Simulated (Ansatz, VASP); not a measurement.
# Y4N in VASP and in Ansatz

```
Y N
1.0
     7.31296    0.00000    0.00000
     0.00000    5.67401    0.00000
     0.00000    0.00000   21.99808
Y N
8 2
Direct
  0.00000 0.75000 0.18183
  0.50000 0.75000 0.18183
  0.25000 0.25000 0.22982
  0.75000 0.25000 0.22982
  0.25000 0.75000 0.31309
  0.75000 0.75000 0.31309
  0.00000 0.25000 0.36358
  0.50000 0.25000 0.36358
  0.42479 0.25000 0.45813
  0.57521 0.25000 0.45813
```

Alike in both runs: task single point; functional PBE; k mesh 4 × 5 × 1; occupations gaussian, width 0.1 eV; no spin polarisation.

```csv
,VASP,Ansatz
version,VASP 6.6.1,Ansatz 0.2.0
potentials or method,"VASP PAW PBE potentials, release 64 (Y_sv, N)","scalar-relativistic, plane waves, PAW"
plane-wave cutoff (eV),520,420
valence electrons in the cell,98,98
```

```csv
,VASP,Ansatz,Ansatz less VASP
gap on the k mesh at the Fermi level (eV),none,none,-
rms of the force components (eV/Å),2.816,2.354,-0.4618
"work function, face that differs most (eV)",3.08,3.17,+0.087
```

Atom by atom the forces differ by 0.493 eV/Å (rms over components). A gap of «none» marks a metal or a gap that the smearing closes. With one functional, cell and mesh, what is left measures potentials, basis and numerics.

Caveats: the standard files for N, O and F lose accuracy on very short bonds.
